## A right gap on a wrong energy

The row lcao:dz(dzp) gives the same gap as plane waves, 0.490 eV, yet its energy lies 1143 meV/atom above theirs. The row lcao:szp(dzp), with just one more basis function per atom, has less than half that energy error and a worse gap. So dz looks either excellent or poor, depending on the column.

GPAW 26.7.0 with RPBE, gpaw-data 1.2.1 PAW data sets and no spin polarisation, for phosphorus (Cmce, 4-atom cell) at a fixed geometry. All rows use a 5×5×4 k-mesh and Fermi-Dirac smearing of 0.05 eV; the plane-wave (pw) cutoff is 600 eV. Energies are extrapolated to zero smearing, energy and force errors are relative to pw, and gaps are taken on the k-mesh.

```
  sweep value  energy less tightest (meV/atom)  gap (eV)  force miss (eV/Å)  largest force (eV/Å)
 lcao:sz(dzp)                           1605.4     0.445              2.799                 4.113
lcao:szp(dzp)                            448.0     0.610              0.949                 1.584
 lcao:dz(dzp)                           1142.8     0.490              1.728                 2.483
     lcao:dzp                            183.0     0.560              0.240                 0.695
           fd                             21.6     0.494              0.012                 0.397
           pw                              0.0     0.490              0.000                 0.397
```

The first four rows build the electron states from atom-centred orbitals. The set sz has one s and three p functions per phosphorus atom. A second "zeta" (dz) repeats these four with another radial shape, and the letter p adds five d functions. This gives 4 functions for sz, 8 for dz, 9 for szp and 13 for dzp. The column "energy less tightest", called $E$ below, is the energy error relative to plane waves (pw).

## The tempting answer: count the functions

The error does fall each time the count rises, so size alone seems to explain the trend. Suppose each function removes the same fraction of the error. An exponential drawn through the two end sets, sz and dzp, then predicts the middle two:

$$k=\tfrac{1}{9}\ln\frac{1605}{183}\approx 0.24,\qquad E_{dz}\approx 1605\,e^{-4k}\approx 610\ \text{meV/atom}.$$

The calculation gives 1143, nearly twice as much. For szp the same curve predicts 480 against a computed 448, which would look like a success if dz were left out. The step from dz to szp shows the fault most plainly: one extra function goes with a drop of 695 meV/atom. What matters is which functions are present.

## The better answer: what a neighbour does to an orbital

The four sets form a square, so each addition can be judged twice. The d functions save 1157 meV/atom when added to sz and 960 when added to dz. The second zeta saves only 463 without d functions and 265 with them. Even per function the d set saves more: twice as much when both are added to sz, about three times as much when each completes dzp.

Theory offers a reason. A second zeta lets an orbital swell or shrink. A d function mixed into a p orbital does something else: it lengthens the lobe facing a neighbour and shortens the one behind. Each phosphorus atom here has three bonds, all leaning to one side. Mixing s with p already shifts charge towards them, and the d functions let the orbitals adjust further.

A series on the free, spherical atom would look quite different. There the occupied levels are pure s and p, and by symmetry the atom's own d functions would save no energy. The saving in the crystal therefore comes from the neighbours. Some of it may arise because d functions on one atom mend the outer tails of orbitals on the next; how much is a guess. It doesn't mean that phosphorus fills a d shell.

## Do the two savings add?

If the d functions and the second zeta cured separate faults, their savings would add. The dzp error would then follow from the other three sets, with dzp itself unused:

$$E_{dzp}\approx 448+1143-1605=-14\ \text{meV/atom}.$$

That is practically no error, but the calculation leaves 183. If instead each addition left a fixed fraction of the error, the estimate would be $448\times1143/1605\approx 319$, which is too much. The computed error lies between the two. About 198 meV/atom of the summed saving is lost when both additions are made, so they partly repair the same fault. The order of importance is firm, but neither formula is a law.

## Forces agree, the gap does not

Forces give the ranking a second test, because they depend on how the energy changes when atoms move. The force miss is 1.73 eV/Å for dz and 0.95 for szp, the same order as in the energy. Even dzp gives a largest force of 0.69 eV/Å where plane waves give 0.40. A relaxation with dzp would thus start with noticeably different pushes on the atoms.

The gap is a difference between two levels, and errors common to both cancel. Going from dz to dzp cuts the energy error to about a sixth, yet moves the gap 70 meV away from the plane-wave value. The agreement of dz is therefore a cancellation of errors. The 0.490 eV is itself only a yardstick for comparing bases. This is the black phosphorus structure, whose band edges are expected at the zone boundary along the stacking direction. A mesh of five points along the two long cell vectors doesn't contain that point, so the true gap at this level of theory is expected to be smaller.

## How good is the yardstick?

The real-space grid (fd) and plane waves should approach the same limit, but here their energies differ by 22 meV/atom. Their forces nearly agree at this one geometry, which suggests a numerical offset that changes little for small moves of the atoms; no other geometry was run to confirm it. Counted from fd, the dzp error would be 161 instead of 183 meV/atom, and the ranking of the orbital sets would stand.

For a similar choice of basis, first ask what the surroundings do to the atom's charge. In this crystal, functions that let it shift gained more than a second radial shape, but another material may reverse that order, so both additions should be tried. Then judge the result by energies and forces, since a good gap can hide a poor basis.
